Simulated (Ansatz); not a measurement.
# HgSe: the cost of one run

Program: Ansatz 0.2.0. Level of theory: DFT PBE, scalar-relativistic, plane waves, PAW. These are calculated values, not measurements.

2 further runs of the same task are left out: 1 that didn't finish, 1 set aside as unsound or not needed.

### 1 The system as given

The structure is cubic, space group F-43m (No. 216). Conventional cell: a = 6.260 Å, b = 6.260 Å, c = 6.260 Å, α = 90.00°, β = 90.00°, γ = 90.00°. Hg (site symmetry -43m) has 4 Se at 2.71 Å as nearest neighbours. Se (site symmetry -43m) is surrounded by 4 Hg at 2.71 Å.

Coordinates:

```
CELL_PARAMETERS angstrom
0.00000 3.13012 3.13012
3.13012 0.00000 3.13012
3.13012 3.13012 0.00000
ATOMIC_POSITIONS crystal
Hg 0.00000 0.00000 0.00000
Se 0.75000 0.75000 0.75000
```

This cell was relaxed beforehand with the same method: volume 30.67 Å³/atom, gap on the mesh none (metal).

### 2 The undisturbed cell

File input.yaml:

```yaml
crystal:
  lattice:
    - [0.0, 3.1301207646, 3.1301207646]
    - [3.1301207646, 0.0, 3.1301207646]
    - [3.1301207646, 3.1301207646, 0.0]
  atoms:
    - { symbol: Hg, position: [0.0, 0.0, 0.0] }
    - { symbol: Se, position: [0.75, 0.75, 0.75] }
basis:
  ecutwfc: 420
kpoints:
  mp_grid: { grid: [10, 10, 10] }
hamiltonian:
  xc: pbe
scf:
  occupations: { method: gaussian, width: 0.15 }
output:
  forces: true
  stress: true
  eigenvalues: true
  write_density: true
  write_potential: true
  elf: true
  volumetric_format: npy
```

Command:

```
> ansatz run input.yaml --threads 1 --pin off --max-ram 2560MiB --backend cpu --events-out ev --progress --plain --runs-dir out
```

**Question.** How long does this run take on 1 thread of AMD EPYC 9R45 (Zen 5), shared host, and how much memory does it need?

About 2.7 s, with a peak of 0.44 GiB.
